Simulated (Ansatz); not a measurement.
Na2S under changes of volume

One of the cells (23.385 Å³/atom); the others are scaled copies at fixed shape and fractional positions:

```
S Na
1.0
     0.00000    3.27350    3.27350
     3.27350    0.00000    3.27350
     3.27350    3.27350    0.00000
S Na
1 2
Direct
  0.00000 0.00000 0.00000
  0.75000 0.75000 0.75000
  0.25000 0.25000 0.25000
```

```yaml
Program: Ansatz 0.2.0
Functional: r2SCAN
Potentials_or_basis: Ansatz PAW
Cutoff: "500 eV (not typed: the program's choice for these potentials)"
k_mesh: 7 × 7 × 7
Occupations: fermi-dirac, width 0.05 eV
Spin: no spin polarisation
```

```csv
volume (Å³/atom),energy over the lowest point (meV/atom),pressure (GPa),gap on the mesh (eV)
21.982,?,?,?
22.450,1.31,0.8,3.17
22.918,0.00,0.1,3.10
23.385,0.55,-0.5,3.03
23.853,2.78,-1.0,2.96
24.321,6.50,-1.5,2.90
24.789,11.58,-2.0,2.83
```

Task: What does the run at 21.982 Å³/atom give?

Result: Energy over the lowest point 4.69 meV/atom; pressure 1.5 GPa; gap on the mesh 3.25 eV.

Worked out: A Birch-Murnaghan fit of order 3 (a polynomial in V^(-2/3)) to the other rows has its minimum at 23.01 Å³/atom with B0 = V·E''(V) = 31 GPa and B' = 4.3. It gives 4.70 meV/atom at 21.982 Å³/atom, against the run's 4.69, and -dE/dV = 1.5 GPa, against 1.5. A straight line through the other rows of the gap, of slope -3.42 eV per unit of ln V (its deformation potential), extrapolates to 3.24 eV, against the run's 3.25.

Energies are extrapolated to zero smearing.

Caveats: odd divisions of the mesh miss points on the zone boundary, where band edges often lie, so the gap on the mesh can be too wide; the PAW data sets come from PBE, with cores solved anew for the run's functional, which leaves a small shift of forces and pressure.
